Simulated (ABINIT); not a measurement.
Here is an ABINIT 10.8.3 (patched build) calculation.

The input run.abi:

```
pp_dirpath "./"
pseudos "Al.upf, N.upf"

acell 5.8366710593 5.8366710593 5.8366710593
rprim
     0.0000000000     0.7071067812     0.7071067812
     0.7071067812     0.0000000000     0.7071067812
     0.7071067812     0.7071067812     0.0000000000
ntypat 2
znucl 13 7
natom 2
typat 1 2
chkprim 0
chksymtnons 0
tolsym 1.0e-6
xred
            0.0            0.0            0.0
            1/4            1/4            1/4

ecut 1142.878222 eV
ecutsm 0.5

kptopt 1
ngkpt 8 8 8
nshiftk 1
shiftk 0.0 0.0 0.0

ixc -116133

nband 8
occopt 3
tsmear 0.05 eV

nstep 80
tolvrs 1.0e-12

iomode 3
prteig 0
prtebands 0
prtwf 0
prtden 0

ionmov 2
optcell 2
ntime 50
tolmxf 2.0e-5
dilatmx 1.08
```

Potentials or basis: PseudoDojo NC SR PBEsol v0.4.1 standard.

Run with:

```console
$ abinit run.abi > log 2>&1
```

Question: What does it give for the relaxed volume?

Answer: 10.48 Å³/atom.

Question: Predict the band gap on the k mesh.

Answer: 3.19 eV, indirect (least direct gap 4.07 eV).

Step by step:
```csv
step,energy change (eV),largest force (eV/Å),pressure (GPa),volume (Å³)
1,0.0000,0.0000,1.23,20.83
2,-0.0004,0.0000,0.46,20.91
3,-0.0005,0.0000,0.00,20.96
```

A k mesh can miss the band edges.
